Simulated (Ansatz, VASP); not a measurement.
# Ge in VASP and in Ansatz

File INCAR:

```
SYSTEM = Ge
PREC = Accurate
ENCUT = 520
EDIFF = 1E-6
ISMEAR = -1
SIGMA = 0.05
LREAL = .False.
LASPH = .True.
NELM = 80
ALGO = Normal
ISIF = 2
LWAVE = .False.
LCHARG = .True.
LELF = .True.
LVHAR = .True.
NBANDS = 21
```

The input KPOINTS:

```
regular mesh
0
Gamma
  8 8 8
  0 0 0
```

Contents of POSCAR:

```
Ge
1.0
    0.0000000000      2.7711609388      2.7711609388
    2.7711609388      0.0000000000      2.7711609388
    2.7711609388      2.7711609388      0.0000000000
Ge
2
Direct
    0.7500000000      0.7500000000      0.7500000000
    0.5000000000      0.5000000000      0.5000000000
```

The input input.yaml:

```yaml
crystal:
  lattice:
    - [0.0, 2.7711609388, 2.7711609388]
    - [2.7711609388, 0.0, 2.7711609388]
    - [2.7711609388, 2.7711609388, 0.0]
  atoms:
    - { symbol: Ge, position: [0.75, 0.75, 0.75] }
    - { symbol: Ge, position: [0.5, 0.5, 0.5] }
kpoints:
  mp_grid: { grid: [8, 8, 8] }
scf:
  occupations: { method: fermi_dirac, width: 0.05 }
hamiltonian:
  xc: lda
  pseudopotentials: { kind: all_electron, lapw: { basis_error: 0.001 } }
output:
  forces: true
  stress: true
  eigenvalues: true
```

Change from the starting cell: volume scaled by 0.94.

Alike in both runs: task single point; functional LDA; k mesh 8 × 8 × 8; occupations fermi-dirac, width 0.05 eV; no spin polarisation.

```csv
,VASP,Ansatz
version,VASP 6.6.1,Ansatz 0.2.0
potentials or method,"VASP PAW LDA potentials, release 64 (Ge_d)","all-electron LAPW, scalar-relativistic"
plane-wave cutoff (eV),520,see its input
```

|  | VASP | Ansatz | Ansatz less VASP |
| --- | --- | --- | --- |
| gap on the k mesh at the Fermi level (eV) | 0.26 | 0.24 | -0.022 |
| least direct gap on the mesh (eV) | 0.43 | 0.38 | -0.049 |
| pressure (GPa) | 3.7 | 3.4 | -0.29 |

Ansatz ran all-electron here, so the differences hold the error of VASP's frozen core and of both bases.
